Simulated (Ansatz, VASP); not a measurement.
**Sb: VASP beside Ansatz**

The input INCAR:

```
SYSTEM = Sb
PREC = Accurate
ENCUT = 520
EDIFF = 1E-6
ISMEAR = -1
SIGMA = 0.05
LREAL = .False.
LASPH = .True.
NELM = 80
ALGO = Normal
ISIF = 2
LWAVE = .False.
LCHARG = .False.
GGA = PS
NBANDS = 8
```

Contents of KPOINTS:

```
regular mesh
0
Gamma
  14 14 14
  0 0 0
```

Contents of POSCAR:

```
Sb
1.0
    2.7939280538      0.0000000000      0.0000000000
    0.0000000000      2.7939280538      0.0000000000
    0.0000000000      0.0000000000      2.7939280538
Sb
1
Direct
    0.0000000000      0.0000000000      0.0000000000
```

Input for Ansatz:

```yaml
crystal:
  lattice:
    - [2.7939280538, 0.0, 0.0]
    - [0.0, 2.7939280538, 0.0]
    - [0.0, 0.0, 2.7939280538]
  atoms:
    - { symbol: Sb, position: [0.0, 0.0, 0.0] }
kpoints:
  mp_grid: { grid: [14, 14, 14] }
scf:
  occupations: { method: fermi_dirac, width: 0.05 }
hamiltonian:
  xc: pbesol
  pseudopotentials: { kind: all_electron, lapw: { basis_error: 0.001 } }
output:
  forces: true
  stress: true
  eigenvalues: true
  populations: true
```

Change from the starting cell: volume scaled by 0.76, LAPW.

Alike in both runs: task single point; functional PBEsol; k mesh 14 × 14 × 14; occupations fermi-dirac, width 0.05 eV; no spin polarisation.

|  | VASP | Ansatz |
| --- | --- | --- |
| version | VASP 6.6.1 | Ansatz 0.2.0 |
| potentials or method | VASP PAW PBE potentials, release 64 (Sb) | all-electron LAPW, scalar-relativistic |
| plane-wave cutoff (eV) | 520 | see its input |

```csv
,VASP,Ansatz,Ansatz less VASP
pressure (GPa),33.5,32.5,-0.98
```

Ansatz ran all-electron here, so the differences hold the error of VASP's frozen core and of both bases.

Caveats: so large a pressure means that the cell lies far from this level's equilibrium, or that cutoff or potentials fall short (VASP); the potentials were made for another functional, which shifts forces and pressure (VASP). Spin-orbit coupling is left out, which matters for the levels of Sb.
